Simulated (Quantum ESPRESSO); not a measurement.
## NaCl under changes of volume

One of the cells (21.813 Å³/atom); the others are scaled copies at fixed shape and fractional positions:

```xyz
2
Lattice="0.0000 2.7941 2.7941 2.7941 0.0000 2.7941 2.7941 2.7941 0.0000" Properties=species:S:1:pos:R:3 pbc="T T T"
Cl    2.7941    2.7941    2.7941
Na    0.0000    0.0000    0.0000
```

The cell is a database's computed one.

* Program: Quantum ESPRESSO 7.5
* Functional: AM05
* Potentials or basis: PseudoDojo 0.4.1 SR PBE standard
* Cutoff: 1197 eV
* Density cutoff: 4789 eV
* k mesh: 8 × 8 × 8
* Occupations: fermi-dirac, width 0.05 eV
* Spin: no spin polarisation

```csv
volume (Å³/atom),energy over the lowest point (meV/atom),pressure (GPa),gap on the mesh (eV)
20.504,21.79,3.2,5.44
20.940,?,?,?
21.376,8.14,1.8,5.27
21.813,3.97,1.2,5.20
22.249,1.32,0.7,5.13
22.685,0.05,0.2,5.06
23.121,0.00,-0.2,4.99
```

Problem. What does the run at 20.940 Å³/atom give?

Solution. Energy over the lowest point 14.02 meV/atom; pressure 2.5 GPa; gap on the mesh 5.35 eV.

Worked out: A Birch-Murnaghan fit of order 3 (a polynomial in V^(-2/3)) to the other rows has its minimum at 22.92 Å³/atom with B0 = V·E''(V) = 22 GPa and B' = 4.7. It gives 14.01 meV/atom at 20.940 Å³/atom, against the run's 14.02, and -dE/dV = 2.5 GPa, against 2.5. A straight line through the other rows of the gap, of slope -3.71 eV per unit of ln V (its deformation potential), gives 5.36 eV, against the run's 5.35.

Energies are extrapolated to zero smearing.

Caveats: the potentials were made for another functional, which shifts forces and pressure.
